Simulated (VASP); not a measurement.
Tl:

```
CELL_PARAMETERS angstrom
3.45600 0.00000 0.00000
-1.72800 2.99298 0.00000
0.00000 0.00000 5.52500
ATOMIC_POSITIONS crystal
Tl 0.33333 0.66667 0.25000
Tl 0.66667 0.33333 0.75000
```

| Item | Value |
| --- | --- |
| Program | VASP 6.6.1 |
| Task | relaxation of cell and atoms |
| Functional | PBE |
| Potentials or basis | VASP PAW PBE potentials, release 64 (Tl_d) |
| Cutoff | 520 eV |
| k mesh | 14 × 14 × 8 |
| Occupations | gaussian, width 0.1 eV |
| Spin | no spin polarisation |

At the start: pressure 3.1 GPa; volume 28.57 Å³/atom.

Q: How do energy, volume and symmetry change on relaxing?

A: Over 8 steps the energy falls by 25.7 meV/atom and the volume is 31.47 Å³/atom (+10.1 %); space group P6_3/mmc (No. 194, to 0.05 Å).

The path:
| step | energy change (eV) | largest force (eV/Å) | pressure (GPa) | volume (Å³) |
| --- | --- | --- | --- | --- |
| 1 | 0.0000 | 0.0000 | 3.14 | 57.15 |
| 2 | -0.0485 | 0.0000 | 0.38 | 61.90 |
| 3 | -0.0495 | 0.0000 | -0.05 | 62.86 |
| 4 | -0.0495 | 0.0000 | 0.00 | 62.74 |
| 5 | -0.0496 | 0.0000 | 0.00 | 62.75 |
| 6 | -0.0501 | 0.0000 | -0.01 | 62.79 |
| 7 | -0.0506 | 0.0000 | 0.01 | 62.84 |
| 8 | -0.0515 | 0.0000 | 0.04 | 62.93 |

Final structure:
```cif
data_structure
_symmetry_space_group_name_H-M 'P 1'
_symmetry_Int_Tables_number 1
_cell_length_a 3.6367
_cell_length_b 3.6367
_cell_length_c 5.4946
_cell_angle_alpha 90.000
_cell_angle_beta 90.000
_cell_angle_gamma 120.000
_cell_volume 62.93
loop_
_atom_site_label
_atom_site_type_symbol
_atom_site_fract_x
_atom_site_fract_y
_atom_site_fract_z
_atom_site_occupancy
Tl1 Tl 0.33333 0.66667 0.25000 1
Tl2 Tl 0.66667 0.33333 0.75000 1
```

Caveat: the volume moved by +10 % from the deposited cell, more than functionals usually miss.
